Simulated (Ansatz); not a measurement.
# AlRu films: biaxial stress and wafer bow

Plane-wave DFT in Ansatz, PBE, scalar-relativistic PAW potentials, cutoff 420 eV, no spin-orbit coupling; no spin polarisation. AlRu in space group Pm-3m, a structure that wasn't matched to a measured phase, strained equally along a and b of the conventional cell, with c and the atoms relaxed within the symmetry (a film with c along the normal). Stress is the in-plane mean, tension positive.

```tsv
strain (%)	stress (GPa)	E − E(0) (meV/atom)
-4.5	-16.60	60.9
-3.0	-10.68	26.4
-1.5	-5.14	6.4
+0.0	0.10	0.0
+1.5	4.77	6.4
+3.0	?	24.1
+4.5	13.05	52.3
```

Task: Fit the stress, get the biaxial modulus and predict the missing row.

Result: A parabola through the given rows is σ = 0.04 + 3.297 ε -0.0902 ε² GPa (ε in %), so M = dσ/dε = 330 GPa at zero. It predicts 9.12 GPa at +3.0 %; the run gave 9.05 GPa. The miss is 0.07 GPa, so the fit holds. The negative square term means that the film is stiffer in compression than in tension. The energies check it: E/V = Mε² at small strain, and a cubic fit with V = 13.56 Å³/atom gives M = 330 GPa, in agreement.

Task: How much does a 50 nm film at +0.5 % strain bow a 300 mm Si(001) wafer 775 μm thick?

Result: The fit, without its small constant, gives σ = 1.63 GPa. Stoney's formula, κ = 6σt_f/(M_s t_s²) with M_s = 180.5 GPa for Si(001) (literature), gives |κ| = 4.51×10⁻³ m⁻¹ and a bow κr²/2 = 50.7 μm at r = 150 mm, with the film side concave (tension pulls the edges up). This assumes a single-crystal or fully textured, unrelaxed film at 0 K.

The cell has no gap in any row, so the stresses hang on mesh and smearing.

Cost: about 4.8 core-minutes for the runs cited, on Arm Neoverse V2 (shared hosts).

The stress rises steeply and almost linearly with strain, marking AlRu as a stiff intermetallic whose in-plane response softens steadily from compression to tension. The stiffness probably comes from directional Ru d–Al p hybridisation on top of metallic cohesion, with mainly bonding states filled, as is typical of transition-metal aluminides of this type. The curvature is ordinary bond anharmonicity: short-range repulsion grows quickly as the atoms are pushed together, while orbital overlap and the restoring force weaken as they are pulled apart. The energies show the same asymmetry at the larger strains, 60.9 against 52.3 meV/atom at the two ends, but not at ±1.5 %, where the small residual stress of the reference cell probably offsets the weak cubic term.

At the strain used for the wafer, this anharmonicity is only a minor correction, so the bow is governed by the linear modulus and the assumed mismatch. The modulus belongs to a cube-face film and shouldn't be carried over to another texture, since cubic crystals are in general elastically anisotropic.
